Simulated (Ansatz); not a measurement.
# Tantalum, bcc under RPBE: from relaxation to bulk modulus, part 2 of 2

The plan for tantalum in the bcc structure: relax it, solve it on a dense k-mesh, switch on spin-orbit coupling, then scale the cell to 7 volumes from 88 to 112 % of the relaxed one and try a fit of the equation of state. The k-meshes are 13×13×13 for the relaxation; 22×22×22 for the dense run; 13×13×13 for spin-orbit coupling; 22×22×22 for the volumes. The starting cell is the deposited one, from the Crystallography Open Database.

Ansatz 0.2.0; DFT, RPBE, plane waves (420 eV) with PAW, scalar-relativistic.

## (7) Equation of state: 96 %

Input file input.yaml:

```yaml
crystal:
  lattice:
    - [-1.6477663244, 1.6477663244, 1.6477663244]
    - [1.6477663244, -1.6477663244, 1.6477663244]
    - [1.6477663244, 1.6477663244, -1.6477663244]
  atoms:
    - { symbol: Ta, position: [0.0, 0.0, 0.0] }
hamiltonian:
  xc: rpbe
  pseudopotentials:
    kind: paw
    azcp:
      Ta: "pseudopotentials/Ta.paw.azcp"
basis:
  ecutwfc: 420
  fft_grid_basis: typed
kpoints:
  mp_grid: { grid: [22, 22, 22], shift: [0, 0, 0] }
magnetization:
  spin_polarized: false
scf:
  occupations: { method: fermi_dirac, width: 0.1 }
output:
  stress: true
```

Output, shortened:

```text
[...]
Pseudopotentials: kind: paw
Pseudopotential: Ta, paw, valence charge 13, recommended cutoff 420 eV (normal), <dir>
Functional definition: RPBE
[...]
Crystal: 1 atoms, lattice volume = 17.896 Å³
Basis set: ecut = 420 eV, 369 PW (Γ)
Bands: 11, of which v1, the nominal top of the filled ones, is band 7 counted from 1 (6 counted from 0)
Symmetry: 48 space group operations
Space group: Im-3m (ITA 229), of the structure as read, at distance tolerance 2.6e-5 Å
k-points: 328 of 10648
[...]
SCF iter   1: F=—  HF=-9944.807983 eV  |F-HF|=—  |Δ(HF+E_count)|=         —  Δρ=2.77e-3  dr2=4.23e-4  ethr=1.77e-3  ⟨swp⟩=5.1  Hψ=20259  notcnv=0
[...]
SCF iter   6: F=-9944.808155 eV  HF=-9944.808155 eV  |F-HF|=1.62e-9  |Δ(HF+E_count)|=   1.74e-8  Δρ=7.18e-6  dr2=2.91e-9  ethr=3.32e-10  ⟨swp⟩=2.5  Hψ=11688  notcnv=0
[...]
SCF converged after 6 iterations
Free energy (F): -9944.808155 eV
[...]
E sigma→0 (E₀):  -9944.786439 eV
Entropy (-TS):   -0.043432 eV (-43.432 meV/atom)
Fermi energy:    18.880900 eV
[...]
--- Stress (GPa, compression-positive) ---
        8.145368      -0.000000      -0.000000
       -0.000000       8.145368      -0.000000
        0.000000       0.000000       8.145368
  P = ⅓ Tr σ = 8.1454 GPa (81.454 kbar)
```

Run time: 3.9 s. Hardware: 1 thread of an x86-64 CPU, shared host; peak memory 0.55 GiB.

## (8) Equation of state: 100 %

Edit input.yaml of step 7 so:

```diff
@@ -2,5 +2,5 @@
   lattice:
-    - [-1.6477663244, 1.6477663244, 1.6477663244]
-    - [1.6477663244, -1.6477663244, 1.6477663244]
-    - [1.6477663244, 1.6477663244, -1.6477663244]
+    - [-1.6703412711, 1.6703412711, 1.6703412711]
+    - [1.6703412711, -1.6703412711, 1.6703412711]
+    - [1.6703412711, 1.6703412711, -1.6703412711]
   atoms:
```

Output, shortened:

```text
[...]
[... 3 set-up lines as earlier in the session ...]
[...]
Crystal: 1 atoms, lattice volume = 18.641 Å³
Basis set: ecut = 420 eV, 369 PW (Γ)
Bands: 11, of which v1, the nominal top of the filled ones, is band 7 counted from 1 (6 counted from 0)
[... 2 set-up lines as earlier in the session ...]
k-points: 328 of 10648
[...]
SCF iter   1: F=—  HF=-9944.826154 eV  |F-HF|=—  |Δ(HF+E_count)|=         —  Δρ=2.72e-3  dr2=4.61e-4  ethr=1.77e-3  ⟨swp⟩=5.1  Hψ=20075  notcnv=0
[...]
SCF iter   6: F=-9944.826382 eV  HF=-9944.826382 eV  |F-HF|=5.82e-11  |Δ(HF+E_count)|=   7.10e-9  Δρ=8.91e-7  dr2=8.17e-11  ethr=1.33e-10  ⟨swp⟩=2.2  Hψ=11641  notcnv=0
[...]
SCF converged after 6 iterations
Free energy (F): -9944.826382 eV
[...]
E sigma→0 (E₀):  -9944.803913 eV
Entropy (-TS):   -0.044938 eV (-44.938 meV/atom)
Fermi energy:    18.030355 eV
[...]
--- Stress (GPa, compression-positive) ---
       -0.058590      -0.000000       0.000000
       -0.000000      -0.058590      -0.000000
        0.000000       0.000000      -0.058590
  P = ⅓ Tr σ = -0.0586 GPa (-0.586 kbar)
```

Run time: 5.4 s. Hardware: 1 thread of an x86-64 CPU, shared host; peak memory 0.56 GiB.

## (9) Equation of state: 104 %

Edit input.yaml of step 8 so:

```diff
@@ -2,5 +2,5 @@
   lattice:
-    - [-1.6703412711, 1.6703412711, 1.6703412711]
-    - [1.6703412711, -1.6703412711, 1.6703412711]
-    - [1.6703412711, 1.6703412711, -1.6703412711]
+    - [-1.6923219664, 1.6923219664, 1.6923219664]
+    - [1.6923219664, -1.6923219664, 1.6923219664]
+    - [1.6923219664, 1.6923219664, -1.6923219664]
   atoms:
```

Output, shortened:

```text
[...]
[... 3 set-up lines as earlier in the session ...]
[...]
Crystal: 1 atoms, lattice volume = 19.387 Å³
Basis set: ecut = 420 eV, 369 PW (Γ)
Bands: 11, of which v1, the nominal top of the filled ones, is band 7 counted from 1 (6 counted from 0)
[... 2 set-up lines as earlier in the session ...]
k-points: 328 of 10648
[...]
SCF iter   1: F=—  HF=-9944.809546 eV  |F-HF|=—  |Δ(HF+E_count)|=         —  Δρ=2.66e-3  dr2=4.97e-4  ethr=1.77e-3  ⟨swp⟩=5.1  Hψ=20084  notcnv=0
[...]
SCF iter   6: F=-9944.809794 eV  HF=-9944.809794 eV  |F-HF|=1.29e-10  |Δ(HF+E_count)|=   3.06e-8  Δρ=1.91e-6  dr2=2.29e-10  ethr=6.38e-10  ⟨swp⟩=2.4  Hψ=13129  notcnv=0
[...]
SCF converged after 6 iterations
Free energy (F): -9944.809794 eV
[...]
E sigma→0 (E₀):  -9944.786559 eV
Entropy (-TS):   -0.046469 eV (-46.469 meV/atom)
Fermi energy:    17.243580 eV
[...]
--- Stress (GPa, compression-positive) ---
       -6.856608       0.000000      -0.000000
       -0.000000      -6.856608       0.000000
        0.000000       0.000000      -6.856608
  P = ⅓ Tr σ = -6.8566 GPa (-68.566 kbar)
```

It took 4.7 s on 1 thread of an x86-64 CPU, shared host; peak memory 0.56 GiB.

## (10) Equation of state: 108 %

Edit input.yaml of step 9 so:

```diff
@@ -2,5 +2,5 @@
   lattice:
-    - [-1.6923219664, 1.6923219664, 1.6923219664]
-    - [1.6923219664, -1.6923219664, 1.6923219664]
-    - [1.6923219664, 1.6923219664, -1.6923219664]
+    - [-1.7137460378, 1.7137460378, 1.7137460378]
+    - [1.7137460378, -1.7137460378, 1.7137460378]
+    - [1.7137460378, 1.7137460378, -1.7137460378]
   atoms:
```

Output, shortened:

```text
[...]
[... 3 set-up lines as earlier in the session ...]
[...]
Crystal: 1 atoms, lattice volume = 20.133 Å³
Basis set: ecut = 420 eV, 381 PW (Γ)
Bands: 11, of which v1, the nominal top of the filled ones, is band 7 counted from 1 (6 counted from 0)
[... 2 set-up lines as earlier in the session ...]
k-points: 328 of 10648
[...]
SCF iter   1: F=—  HF=-9944.764140 eV  |F-HF|=—  |Δ(HF+E_count)|=         —  Δρ=2.60e-3  dr2=5.37e-4  ethr=1.77e-3  ⟨swp⟩=5.1  Hψ=20169  notcnv=0
[...]
SCF iter   6: F=-9944.764395 eV  HF=-9944.764395 eV  |F-HF|=1.00e-10  |Δ(HF+E_count)|=   2.92e-8  Δρ=1.44e-6  dr2=1.62e-10  ethr=7.06e-10  ⟨swp⟩=2.5  Hψ=12992  notcnv=0
[...]
SCF converged after 6 iterations
Free energy (F): -9944.764395 eV
[...]
E sigma→0 (E₀):  -9944.740290 eV
Entropy (-TS):   -0.048210 eV (-48.210 meV/atom)
Fermi energy:    16.513092 eV
[...]
--- Stress (GPa, compression-positive) ---
      -12.472659       0.000000      -0.000000
       -0.000000     -12.472659      -0.000000
       -0.000000       0.000000     -12.472659
  P = ⅓ Tr σ = -12.4727 GPa (-124.727 kbar)
```

Wall time 5.9 s (1 thread of an x86-64 CPU, shared host); peak memory 0.55 GiB.

## (11) Equation of state: 112 %

Edit input.yaml of step 10 so:

```diff
@@ -2,5 +2,5 @@
   lattice:
-    - [-1.7137460378, 1.7137460378, 1.7137460378]
-    - [1.7137460378, -1.7137460378, 1.7137460378]
-    - [1.7137460378, 1.7137460378, -1.7137460378]
+    - [-1.7346474396, 1.7346474396, 1.7346474396]
+    - [1.7346474396, -1.7346474396, 1.7346474396]
+    - [1.7346474396, 1.7346474396, -1.7346474396]
   atoms:
```

Output, shortened:

```text
[...]
[... 3 set-up lines as earlier in the session ...]
[...]
Crystal: 1 atoms, lattice volume = 20.878 Å³
Basis set: ecut = 420 eV, 381 PW (Γ)
Bands: 11, of which v1, the nominal top of the filled ones, is band 7 counted from 1 (6 counted from 0)
[... 1 set-up line as earlier in the session ...]
Space group: Im-3m (ITA 229), of the structure as read, at distance tolerance 2.8e-5 Å
k-points: 328 of 10648
[...]
SCF iter   1: F=—  HF=-9944.694973 eV  |F-HF|=—  |Δ(HF+E_count)|=         —  Δρ=2.55e-3  dr2=5.71e-4  ethr=1.77e-3  ⟨swp⟩=5.1  Hψ=20053  notcnv=0
[...]
SCF iter   6: F=-9944.695250 eV  HF=-9944.695250 eV  |F-HF|=1.42e-10  |Δ(HF+E_count)|=   2.30e-8  Δρ=2.48e-6  dr2=4.60e-10  ethr=5.43e-10  ⟨swp⟩=2.1  Hψ=13493  notcnv=0
[...]
SCF converged after 6 iterations
Free energy (F): -9944.695250 eV
[...]
E sigma→0 (E₀):  -9944.670180 eV
Entropy (-TS):   -0.050140 eV (-50.140 meV/atom)
Fermi energy:    15.832514 eV
[...]
--- Stress (GPa, compression-positive) ---
      -17.096493       0.000000       0.000000
        0.000000     -17.096493       0.000000
       -0.000000       0.000000     -17.096493
  P = ⅓ Tr σ = -17.0965 GPa (-170.965 kbar)
```

Run time: 7.1 s. Hardware: 1 thread of an x86-64 CPU, shared host; peak memory 0.58 GiB.

## (12) Fitting the volumes

The cell was scaled evenly, with its shape and the fractional positions fixed.

```
V (Å³/atom)  E − E₀ (meV/atom)  P from the stress (GPa)  P from the fit (GPa)
     16.404              186.6                    30.03                 29.77
     17.150               76.8                    18.04                 17.83
     17.896               17.4                     8.15                  7.96
     18.641                0.0                    -0.06                 -0.22
     19.387               17.3                    -6.86                 -7.01
     20.133               63.6                   -12.47                -12.66
     20.878              133.7                   -17.10                -17.36
```

Fit (Birch-Murnaghan, third order): V₀ = 18.619 Å³/atom, B₀ = 187 GPa, B₀′ = 3.6, largest residual 0.06 meV/atom.

The fit is made to E(σ → 0), while the stress belongs to the free energy F; that is one source of the offset between the two pressures.

## (13) What came out

The summary covers parts 1 to 2.

```
                      quantity                         value
space group (spins left aside)               Im-3m (No. 229)
             conventional cell                   a = 3.341 Å
                        volume                18.641 Å³/atom
             shortest distance                       2.893 Å
   against the measured volume       +3.2 % (18.063 Å³/atom)
               gap on the mesh  none (levels filled in part)
                   V₀, B₀, B₀′  18.619 Å³/atom, 187 GPa, 3.6
```

What this shows: Against experiment, RPBE misses the volume by +3.2 %. Cells that are too large are usual for this functional. Zero-point motion and any thermal expansion in the deposited cell, which the calculation lacks, would widen the miss. Levels at the Fermi energy are filled in part, as in a metal. Totals with and without spin-orbit coupling (-22.5 eV/atom apart) can't be read as binding, since the two-component data shift the zero of energy. B₀ comes out at 187 GPa.
